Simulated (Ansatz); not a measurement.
Relaxed InN (zinc blende):

```
InN
1.0
    0.00000     5.04898     5.04898
    2.52449     0.00000     2.52449
    2.52449     2.52449     0.00000
N In
2 2
Direct
  0.37500   0.75000   0.75000
  0.87500   0.75000   0.75000
  0.00000   0.00000   0.00000
  0.50000   0.00000   0.00000
```

A phonon eigenvector at L = (0.5, 0.0, 0.0) is frozen into this cell: atom i moves by Q times the vector below, so Q is the largest atomic displacement, in Å. The cell is held. (q is in reciprocal vectors of the primitive cell; the cell shown is doubled to hold the pattern.)

```
atom       x       y       z
----  ------  ------  ------
N1     0.577  -0.577  -0.577
N2    -0.577   0.577   0.577
In3   -0.015   0.015   0.015
In4    0.015  -0.015  -0.015
```

These are PBE (plane waves to 420 eV, PAW, scalar-relativistic; Ansatz, a quantum-chemistry and plane-wave program) values and carry that method's errors. k mesh 11×11×11 (Γ-centred), Fermi-Dirac smearing 0.05 eV. Energies are smeared free energies. With partly filled bands, energies and forces of such displacements shift with the k mesh and the smearing. At this level the bands of InN touch or barely overlap; measurements give the solid a gap. InN was relaxed with its symmetry unable to fall. ΔE is measured from the undisplaced structure. The last digit holds for this mesh only.

```tsv
Q (Å)	ΔE (meV/cell)
-0.2800	1287.8
-0.2333	876.6
-0.1867	552.0
-0.1400	withheld
-0.0933	135.0
-0.0467	33.6
0.0000	0.0
0.0467	33.6
0.0933	135.0
0.1400	withheld
0.1867	552.0
0.2333	876.6
0.2800	1287.8
```

Task: Fit an even polynomial form (powers 2, 4) to the given rows and predict ΔE at Q = 0.1400.

Result: Least squares on the 11 given rows: ΔE = (15370)·Q² + (13450)·Q⁴, in meV/cell with Q in Å; root-mean-square residual 0.13 meV/cell. At 0.1400 the fit gives 306.4 meV/cell; the calculation gives 306.6 meV/cell, so the interpolation is off by -0.2 (-0.1 %). The quadratic term alone would give 301.3 meV/cell.

(A displaced cell: forces are minus the slopes of the energy, force constants its curvatures, and phonons follow from these.)
